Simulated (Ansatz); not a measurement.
**Te under pressure**

All numbers below come from DFT PBE+D3(BJ), scalar-relativistic, plane waves, PAW (Ansatz 0.2.0). Settings: 420 eV cutoff, 12×12×8 k-mesh, Gaussian smearing of 0.10 eV, no spin polarisation.

Starting point, cell and atoms relaxed:

```
Te
1.0
     4.31812    0.00000    0.00000
    -2.15906    3.73960    0.00000
     0.00000    0.00000    5.96672
Te
3
Direct
  0.28468 0.00000 0.16667
  0.00000 0.28468 0.83333
  0.71532 0.71532 0.50000
```

Cell and atoms are relaxed at each pressure within the symmetry of the start, at zero temperature, so transitions that lower the symmetry aren't seen. The k-mesh given is that at zero pressure and may differ at others. a, b and c are the lengths of the cell vectors above. Gaps are Kohn–Sham gaps over the whole zone.

Spin-orbit coupling is left out, which matters for the bands and energies of heavy elements.

Pressures computed: -2, 2 GPa.

Task: At which pressure does the cell have a = 4.504, b = 4.504 and c = 5.961 Å?

Result: About -2 GPa, where V/V0 = 1.087 and the gap is 0.18 eV.